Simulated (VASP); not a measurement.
# CdSe (Cadmoselite) (P6_3mc) in VASP: single point with PBEsol

Aim: the single point of CdSe (Cadmoselite) with PBEsol.

Program: VASP 6.6.1. These are calculated values, not measurements. Logs are shortened: lines on timing, memory, paths and dates and some standing lists are left out, and cuts for length are marked.

**What was measured.**

A printed reference work, data compilation reports, for a bulk crystal of CdSe at 2 K: band gap 1.841 eV.

The results are compared with them further down.

## Step 1: The cell of the first run

It takes space group P6_3mc (No. 186, hexagonal). The conventional cell has a = 4.300 Å, b = 4.300 Å, c = 7.020 Å, α = 90.00°, β = 90.00°, γ = 120.00°. Within 3.4 Å of Cd (site symmetry 3m) lie 4 Se at 2.61 to 2.70 Å. Se (site symmetry 3m) has 4 Cd at 2.61 to 2.70 Å within 3.4 Å.

## Step 2: Single point, PBEsol

The input, INCAR:

```
SYSTEM = CdSe
PREC = Accurate
ENCUT = 520
EDIFF = 1E-7
ISMEAR = 0
SIGMA = 0.01
LREAL = .False.
LASPH = .True.
NELM = 80
ALGO = Normal
ISIF = 2
LWAVE = .False.
LCHARG = .False.
GGA = PS
NBANDS = 26
```

The input, KPOINTS:

```
Automatic mesh
0
Gamma
  6 6 4
  0 0 0
```

The input, POSCAR:

```
CdSe
1.0
    4.3000000000      0.0000000000      0.0000000000
   -2.1500000000      3.7239090000      0.0000000000
    0.0000000000      0.0000000000      7.0200000000
Cd Se
2 2
Direct
    0.3333333333      0.6666666667      0.0000000000
    0.6666666667      0.3333333333      0.5000000000
    0.3333333333      0.6666666667      0.3850000000
    0.6666666667      0.3333333333      0.8850000000
```

Potentials or basis: VASP PAW PBE potentials, release 64 (Cd, Se).

The run is started by

```bash
> cat potpaw_PBE.64/Cd/POTCAR potpaw_PBE.64/Se/POTCAR > POTCAR
> mpirun -np 1 vasp_std > vasp.out
```

OUTCAR:

```text
SYSTEM = CdSe
   PREC = Accurate
   ENCUT = 520
   EDIFF = 1E-7
   ISMEAR = 0
   LREAL = .False.
   LASPH = .True.
   NELM = 80
   ISIF = 2
   GGA = PS

 ion  position               nearest neighbor table
   1  0.333  0.667  0.000-   4 2.61   4 2.61   4 2.61   3 2.70
   2  0.667  0.333  0.500-   3 2.61   3 2.61   3 2.61   4 2.70
   3  0.333  0.667  0.385-   2 2.61   2 2.61   2 2.61   1 2.70
   4  0.667  0.333  0.885-   1 2.61   1 2.61   1 2.61   2 2.70

  LATTYP: Found a hexagonal cell.
 ALAT       =     4.3000000000
 C/A-ratio  =     1.6325581395

  Lattice vectors:

 A1 = (   4.3000000000,   0.0000000000,   0.0000000000)
 A2 = (  -2.1500000000,   3.7239090000,   0.0000000000)
 A3 = (   0.0000000000,   0.0000000000,   7.0200000000)

Analysis of symmetry for initial positions (statically):
=====================================================================
 Subroutine PRICEL returns:
 Original cell was already a primitive cell.

 Routine SETGRP: Setting up the symmetry group for a
 hexagonal supercell.

 Subroutine GETGRP returns: Found 12 space group operations
 (whereof  6 operations were pure point group operations)
 out of a pool of 24 trial point group operations.

The static configuration has the point symmetry C_3v.
 The point group associated with its full space group is C_6v.

Analysis of symmetry for dynamics (positions and initial velocities):
=====================================================================
 Subroutine PRICEL returns:
 Original cell was already a primitive cell.

 Routine SETGRP: Setting up the symmetry group for a
 hexagonal supercell.

 Subroutine GETGRP returns: Found 12 space group operations
 (whereof  6 operations were pure point group operations)
 out of a pool of 24 trial point group operations.

The dynamic configuration has the point symmetry C_3v.
 The point group associated with its full space group is C_6v.

 Subroutine INISYM returns: Found 12 space group operations
 (whereof  6 operations are pure point group operations),
 and found     1 'primitive' translations

----------------------------------------------------------------------------------------

                                     Primitive cell

  volume of cell :     112.4099

  direct lattice vectors                    reciprocal lattice vectors
     4.300000000  0.000000000  0.000000000     0.232558140  0.134267513  0.000000000
    -2.150000000  3.723909000  0.000000000     0.000000000  0.268535026  0.000000000
     0.000000000  0.000000000  7.020000000     0.000000000  0.000000000  0.142450142

  length of vectors
     4.300000000  4.299999795  7.020000000     0.268535013  0.268535026  0.142450142

  position of ions in fractional coordinates (direct lattice)
     0.333333333  0.666666667  0.000000000
     0.666666667  0.333333333  0.500000000
     0.333333333  0.666666667  0.385000000
     0.666666667  0.333333333  0.885000000

  ion indices of the primitive-cell ions
   primitive index   ion index
                 1           1
                 2           2
                 3           3
                 4           4

----------------------------------------------------------------------------------------

 KPOINTS: Automatic mesh

Automatic generation of k-mesh.
 Grid dimensions read from file:
 generate k-points for:    6    6    4

 Generating k-lattice:

  Cartesian coordinates                     Fractional coordinates (reciprocal lattice)
     0.038759690  0.022377919  0.000000000     0.166666667  0.000000000  0.000000000
     0.000000000  0.044755838  0.000000000     0.000000000  0.166666667  0.000000000
     0.000000000  0.000000000  0.035612536     0.000000000  0.000000000  0.250000000

  Length of vectors
     0.044755836  0.044755838  0.035612536

  Shift w.r.t. Gamma in fractional coordinates (k-lattice)
     0.000000000  0.000000000  0.000000000

 Subroutine IBZKPT returns following result:
 ===========================================

 Found     21 irreducible k-points:

 Following reciprocal coordinates:
            Coordinates               Weight
  0.000000  0.000000  0.000000      1.000000
  0.166667  0.000000  0.000000      6.000000
  0.333333  0.000000  0.000000      6.000000
  0.500000  0.000000  0.000000      3.000000
  0.166667  0.166667  0.000000      6.000000
  0.333333  0.166667  0.000000     12.000000
[... 13 lines left out ...]
  0.333333  0.166667  0.500000     12.000000
  0.333333  0.333333  0.500000      2.000000
   k-points           NKPTS =     21   k-points in BZ     NKDIM =     21   number of bands    NBANDS=     26
   number of dos      NEDOS =    301   number of ions     NIONS =      4
   total plane-waves  NPLWV =  55296
   dimension x,y,z NGX =    32 NGY =   32 NGZ =   54
   dimension x,y,z NGXF=    64 NGYF=   64 NGZF=  108
   ions per type =               2   2
   NGX,Y,Z   is equivalent  to a cutoff of  12.37, 12.37, 12.79 a.u.
   NGXF,Y,Z  is equivalent  to a cutoff of  24.74, 24.74, 25.58 a.u.
 SYSTEM =  CdSe
   PREC   = accura    normal or accurate (medium, high low for compatibility)
   ISTART =      0    job   : 0-new  1-cont  2-samecut
   ICHARG =      2    charge: 1-file 2-atom 10-const
   ISPIN  =      1    spin polarized calculation?
   LNONCOLLINEAR =      F non collinear calculations
   LSORBIT =      F    spin-orbit coupling
   LASPH  =      T    aspherical Exc in radial PAW
   ENCUT  =  520.0 eV  38.22 Ry    6.18 a.u.   8.00  8.00 13.05*2*pi/ulx,y,z
   NELM   =     80;   NELMIN=  2; NELMDL= -5     # of ELM steps
   EDIFF  = 0.1E-06   stopping-criterion for ELM
   LREAL  =      F    real-space projection
   EDIFFG = 0.1E-05   stopping-criterion for IOM
   NSW    =      0    number of steps for IOM
   IBRION =     -1    ionic relax: 0-MD 1-quasi-New 2-CG
   NFREE  =      0    steps in history (QN), initial steepest desc. (CG)
   ISIF   =      2    stress and relaxation
   ISYM   =      2    0-nonsym 1-usesym 2-fastsym
   POTIM  = 0.5000    time-step for ionic-motion
   TEBEG  =    0.0;   TEEND  =   0.0 temperature during run
   PSTRESS=    0.0 pullay stress
   NELECT =      36.0000    total number of electrons
   NUPDOWN=      -1.0000    fix difference up-down
   EMIN   =  10.00;   EMAX   =-10.00  energy-range for DOS
   EFERMI =   0.00;   METHOD = LEGACY
   ISMEAR =     0;   SIGMA  =   0.01  broadening in eV -4-tet -1-fermi 0-gaus
   EFERMI_NEDOS =   21; number of points for ismear=-14 and -15
   IALGO  =     38    algorithm
   IMIX   =      4    mixing-type and parameters
     AMIX     =   0.40;   BMIX     =  1.00
     AMIX_MAG =   1.60;   BMIX_MAG =  1.00
  volume/ion in A,a.u.               =      28.10       189.64
  Fermi-wavevector in a.u.,A,eV,Ry     =   1.120059  2.116604 17.068938  1.254532
  Thomas-Fermi vector in A             =   2.256702
   LORBIT       =      0    0 simple, 1 ext, 2 COOP (PROOUT), +10 PAW based schemes
   GGA     = PS    functional components
   LHFCALC =     F    Hartree Fock is set to
   AEXX    =    0.0000 exact exchange contribution
   IVDW    =     0    specifies the selected vdW correction
   LEPSILON=     F    determine dielectric tensor
   LRPA    =     F    only Hartree local field effects (RPA)
 non-spin polarized calculation
 Gauss-broadening in eV      SIGMA  =   0.01
  energy-cutoff  :      520.00
  volume of cell :      112.41
 maximum number of plane-waves:      3042
 NGX is ok and might be reduce to    32
   NGX = 15   NGY = 15   NGZ = 27

 number of electron      35.9999998 magnetization

 Free energy of the ion-electron system (eV)
  ---------------------------------------------------
  ext. energy  EPLUGINS =         0.00000000
  ---------------------------------------------------
  free energy    TOTEN  =       -12.32730896 eV

  energy without entropy =      -12.32730896  energy(sigma->0) =      -12.32730896

 E-fermi :   0.8776     XC(G=0):  -9.0930

 val. band max:        0.8082308954   @ k =   0.0000   0.0000   0.0000
 cond. band min:       1.3866444618   @ k =   0.0000   0.0000   0.0000
 fundamental gap:      0.5784135664
 Fermi energy:         0.8776270510

 k-point     1 :       0.0000    0.0000    0.0000
  band No.  band energies     occupation
      1     -11.8158      2.00000
      2     -11.4420      2.00000
      3      -7.1081      2.00000
      4      -7.1081      2.00000
      5      -7.0522      2.00000
      6      -7.0522      2.00000
[... 18 lines left out ...]
     25       7.7274      0.00000
     26       8.4047      0.00000

 k-point     2 :       0.1667    0.0000    0.0000
  band No.  band energies     occupation
      1     -11.7300      2.00000
      2     -11.4010      2.00000
      3      -7.0730      2.00000
      4      -7.0596      2.00000
      5      -7.0116      2.00000
      6      -7.0076      2.00000
[... 18 lines left out ...]
     25       7.9325      0.00000
     26       8.3798      0.00000

 k-point     3 :       0.3333    0.0000    0.0000
  band No.  band energies     occupation
      1     -11.5431      2.00000
      2     -11.3306      2.00000
      3      -7.0137      2.00000
      4      -7.0045      2.00000
      5      -6.9177      2.00000
      6      -6.8859      2.00000
[... 18 lines left out ...]
     25       8.5545      0.00000
     26       8.9455      0.00000

 k-point     4 :       0.5000    0.0000    0.0000
  band No.  band energies     occupation
      1     -11.4315      2.00000
      2     -11.3121      2.00000
      3      -6.9920      2.00000
      4      -6.9920      2.00000
      5      -6.8744      2.00000
      6      -6.8174      2.00000
[... 18 lines left out ...]
     25       8.5917      0.00000
     26      10.2886      0.00000

 k-point     5 :       0.1667    0.1667    0.0000
  band No.  band energies     occupation
      1     -11.5929      2.00000
      2     -11.3460      2.00000
      3      -7.0333      2.00000
      4      -7.0027      2.00000
      5      -6.9423      2.00000
      6      -6.9302      2.00000
[... 18 lines left out ...]
     25       8.5438      0.00000
     26       8.8584      0.00000

 k-point     6 :       0.3333    0.1667    0.0000
  band No.  band energies     occupation
      1     -11.4332      2.00000
      2     -11.3122      2.00000
      3      -7.0108      2.00000
      4      -6.9554      2.00000
      5      -6.8815      2.00000
      6      -6.8488      2.00000
[... 340 lines left out ...]
 k-point    18 :       0.5000    0.0000    0.5000
  band No.  band energies     occupation
      1     -11.3647      2.00000
      2     -11.3647      2.00000
      3      -6.9611      2.00000
      4      -6.9611      2.00000
      5      -6.9297      2.00000
      6      -6.9297      2.00000
[... 18 lines left out ...]
     25       8.8103      0.00000
     26       8.8103      0.00000

 k-point    19 :       0.1667    0.1667    0.5000
  band No.  band energies     occupation
      1     -11.4644      2.00000
      2     -11.4644      2.00000
      3      -6.9952      2.00000
      4      -6.9952      2.00000
      5      -6.9651      2.00000
      6      -6.9651      2.00000
[... 18 lines left out ...]
     25       8.3100      0.00000
     26       8.3100      0.00000

 k-point    20 :       0.3333    0.1667    0.5000
  band No.  band energies     occupation
      1     -11.3656      2.00000
      2     -11.3656      2.00000
      3      -6.9482      2.00000
      4      -6.9482      2.00000
      5      -6.9284      2.00000
      6      -6.9284      2.00000
[... 18 lines left out ...]
     25       8.7193      0.00000
     26       8.7193      0.00000

 k-point    21 :       0.3333    0.3333    0.5000
  band No.  band energies     occupation
      1     -11.3335      2.00000
      2     -11.3335      2.00000
      3      -6.9284      2.00000
      4      -6.9284      2.00000
      5      -6.9162      2.00000
      6      -6.9162      2.00000
[... 18 lines left out ...]
     25       9.4920      0.00000
     26       9.4922      0.00000

------------------------ aborting loop because EDIFF is reached ----------------------------------------

  FORCE on cell =-STRESS in cart. coord.  units (eV):
  Direction    XX          YY          ZZ          XY          YZ          ZX
  --------------------------------------------------------------------------------------
  -------------------------------------------------------------------------------------
  Total        0.8049405      0.8049404     -0.5448293      0.0000000      0.0000000      0.0000000
  in kB       11.4728085     11.4728070     -7.7654458      0.0000000      0.0000000      0.0000000
  external PRESSURE =       5.0600566 kB  Pullay stress =       0.0000000 kB

 VOLUME and BASIS-vectors are now :
 -----------------------------------------------------------------------------
  energy-cutoff  :      520.00
  volume of cell :      112.41
      direct lattice vectors                 reciprocal lattice vectors
     4.300000000  0.000000000  0.000000000     0.232558140  0.134267513  0.000000000
    -2.150000000  3.723909000  0.000000000     0.000000000  0.268535026  0.000000000
     0.000000000  0.000000000  7.020000000     0.000000000  0.000000000  0.142450142

 POSITION                                       TOTAL-FORCE (eV/Angst)
 -----------------------------------------------------------------------------------
     -0.00000      2.48261      0.00000        -0.000000      0.000000      0.275533
      2.15000      1.24130      3.51000         0.000000     -0.000000      0.275533
     -0.00000      2.48261      2.70270        -0.000000     -0.000000     -0.275533
      2.15000      1.24130      6.21270         0.000000      0.000000     -0.275533
 -----------------------------------------------------------------------------------
    total drift:                               -0.000000     -0.000000      0.000108

  FREE ENERGIE OF THE ION-ELECTRON SYSTEM (eV)
  ---------------------------------------------------
  free  energy   TOTEN  =       -12.3273089616 eV

  energy  without entropy=      -12.3273089616  energy(sigma->0) =      -12.32730896
```

Run time: 50 s. Hardware: 1 thread of AMD EPYC 7R13 (Zen 3), shared host; peak memory 0.21 GiB.

What came out:

```yaml
Free_energy: -12.3273 eV
Pressure: 0.5 GPa
Largest_force: 0.276 eV/Å
Band_gap_on_the_k_mesh: 0.58 eV, direct
```

Forces in eV/Å, atoms in the order of the input:
```
Cd   0.000  0.000  0.276
Cd   0.000  0.000  0.276
Se   0.000  0.000 -0.276
Se   0.000  0.000 -0.276
```

Levels at points of the mesh, in eV from the valence-band top:
```
           k point  band 14  band 15  band 16  band 17  band 18  band 19  band 20  band 21  band 22  band 23
(0.00, 0.00, 0.00)    -0.73    -0.73    -0.01     0.00     0.00     0.58     2.01     5.79     5.79     6.05
(0.50, 0.00, 0.00)    -3.77    -2.61    -1.88    -1.27    -0.84     3.14     3.20     4.70     6.08     6.57
(0.00, 0.00, 0.50)    -2.62    -0.38    -0.38    -0.38    -0.38     2.24     2.24     5.72     5.72     6.17
(0.50, 0.00, 0.50)    -4.29    -1.40    -1.40    -1.31    -1.31     2.88     2.88     4.69     4.69     7.65
```

Caveat: the PAW data sets were made with another functional, which shifts forces and pressure a little.

## Step 3: Comparison with measurements

Step 2. Measured gap of CdSe: 1.841 eV (2 K; a printed reference work, data compilation). This calculation gives 0.58 eV (-1.26 eV). So large a miss can be the level of theory's own, or it may mean another phase, state or a wrong row. Spin-orbit coupling on Cd, Se is left out. The value is that of PBEsol, without temperature or zero-point motion. Semilocal functionals fall short of measured gaps as a rule.
